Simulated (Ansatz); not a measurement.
The reference is NaCl in the rock salt structure (space group Fm-3m, No. 225; a = 5.602 Å).

The change: every Na is replaced by Li, then cell and atoms are relaxed.

Levels (all Ansatz, an electronic-structure program, PAW): PBEsol (420 eV, without spin-orbit coupling); HSE06 (420 eV, without spin-orbit coupling).

The geometry is relaxed with PBEsol.

```
Property           Value
---------------  -------
PBEsol band gap  6.35 eV
```

With HSE06 at the same geometry, the band gap rises by 1.616 eV (6.35 eV → 7.96 eV).

Single points use the geometry relaxed with PBEsol. Whether these cells are dynamically stable was not tested.
